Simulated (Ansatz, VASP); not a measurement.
One calculation of CdTe, two programs

File INCAR:

```
SYSTEM = CdTe
PREC = Accurate
ENCUT = 520
EDIFF = 1E-6
ISMEAR = -1
SIGMA = 0.02
LREAL = .FALSE.
LASPH = .TRUE.
NELM = 100
ALGO = Normal
ISIF = 2
LWAVE = .FALSE.
LCHARG = .FALSE.
GGA = PE
NBANDS = 26
```

The input KPOINTS:

```
Automatic mesh
0
G
  6 6 4
  0 0 0
```

The input POSCAR:

```
CdTe
1.0
    4.9885371942      0.0000000000      0.0000000000
   -2.4942685971      4.3201999379      0.0000000000
    0.0000000000      0.0000000000      6.6856326459
Cd Te
2 2
Direct
    0.3333333333      0.6666666667      0.2500000000
    0.6666666667      0.3333333333      0.7500000000
    0.6666666667      0.3333333333      0.2500000000
    0.3333333333      0.6666666667      0.7500000000
```

Input for Ansatz:

```yaml
crystal:
  lattice:
    - [4.9885371942, 0.0, 0.0]
    - [-2.4942685971, 4.3201999379, 0.0]
    - [0.0, 0.0, 6.6856326459]
  atoms:
    - { symbol: Cd, position: [0.3333333333, 0.6666666667, 0.25] }
    - { symbol: Cd, position: [0.6666666667, 0.3333333333, 0.75] }
    - { symbol: Te, position: [0.6666666667, 0.3333333333, 0.25] }
    - { symbol: Te, position: [0.3333333333, 0.6666666667, 0.75] }
kpoints:
  mp_grid: { grid: [6, 6, 4] }
hamiltonian:
  xc: pbe
scf:
  occupations: { method: fermi_dirac, width: 0.02 }
  n_extra_bands: 5
output:
  forces: true
  stress: true
  eigenvalues: true
```

Alike in both runs: task single point; functional PBE; k mesh 6 × 6 × 4; occupations fermi-dirac, width 0.02 eV; no spin polarisation.

|  | VASP | Ansatz |
| --- | --- | --- |
| version | VASP 6.6.1 | Ansatz 0.2.0 |
| potentials or method | VASP PAW PBE potentials, release 64 (Cd, Te) | plane waves, PAW |
| plane-wave cutoff (eV) | 520 | 420 |
| valence electrons in the cell | 36 | 72 |

|  | VASP | Ansatz | Ansatz less VASP |
| --- | --- | --- | --- |
| pressure (GPa) | -0.9 | -1.0 | -0.11 |
| largest component of the traceless stress (GPa) | 0.25 | 0.28 | +0.033 |

With one functional, cell and mesh, what is left measures potentials, basis and numerics. The two sets of potentials don't hold the same shells in valence.

Spin-orbit coupling is left out, which matters for the levels of Te.
